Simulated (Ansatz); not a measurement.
## ScAl3: how the free axis answers a strain

ScAl3, Pm-3m, a = 4.071 Å. The structure is a Materials Project entry; whether it is the stable form wasn't checked. Ansatz: PBEsol, PAW, 420 eV, Γ-centred 14×14×14 mesh on 4 atoms, Gaussian smearing 0.10 eV; no spin polarisation. Series: uniaxial strain along a, with b, c and atoms relaxed; x is the strain in per cent. y is the change of c in per cent of 4.071 Å.

```tsv
x (%)	y (%)
-6.0	?
-4.0	0.88
-2.0	0.40
0.0	0.00
2.0	-0.31
4.0	-0.60
6.0	-0.87
```

Task: Fit y = c1 x + c2 x² to the other rows, say what c1 measures, and predict the missing y.

Result: Least squares on the rows shown. y = −0.1866 x + 0.007517 x². So −c1 = 0.187 is Poisson's ratio for this pair of axes. With a term in x³ added, the coefficient of x becomes -0.1746, 6 % less, which shows how far this figure hangs on the form. At x = -6.0 the fit asked for gives 1.39 %. The run gave 1.45 %, so the fit is 0.06 % too low, 2.6 % of the span of the series, against an rms of 0.02 % on the fitted rows. The row lies outside the fitted range. With a term in x³ added, a fit to the same known rows predicts 1.51 %, which misses by about as much or more on the other side: the known rows don't fix the higher terms.